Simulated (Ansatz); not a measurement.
## LiF: clamped-ion strain scan

All numbers below come from DFT r2SCAN, scalar-relativistic, plane waves, PAW (Ansatz). Cutoff 500 eV, Γ-centred 10×10×10 k-points, Gaussian smearing of 0.05 eV. No spin polarisation. Energies are free energies at this smearing, counted from the undisturbed cell; pressure is positive in compression.

Zero of the scan (as given, not relaxed at this level; it stands at -2.1 GPa):

```
CELL_PARAMETERS angstrom
0.00000 2.01400 2.01400
2.01400 0.00000 2.01400
2.01400 2.01400 0.00000
ATOMIC_POSITIONS crystal
Li 0.00000 0.00000 0.00000
F 0.50000 0.50000 0.50000
```

The cell is strained by ε times the Voigt pattern (0, 1, 0, 0, 0, 0) (xx, yy, zz, yz, xz, xy; engineering shear) with fractional coordinates fixed.

```
      ε  ΔE (meV/atom) stress summed along the pattern (GPa, tension positive) pressure (GPa) gap on the mesh (eV)
-0.1000           37.3                                                   -21.09             9.3                 10.93
-0.0750           16.1                                                   -12.63             5.4                 10.71
-0.0500            4.3                                                    -6.24             2.3                 10.49
-0.0250           -0.5                                                    -1.46            -0.1                 10.27
 0.0000            0.0                                                     2.06            -2.1                 10.06
 0.0250            4.3                                                     4.62            -3.6                  9.80
 0.0500           11.4                                                     6.42            -4.8                  9.55
 0.0750           20.5                                                     7.65            -5.7                  9.33
 0.0875           25.5                                                     8.09            -6.1                  9.22
 0.1000           30.7                                                     8.43            -6.5                  9.12
```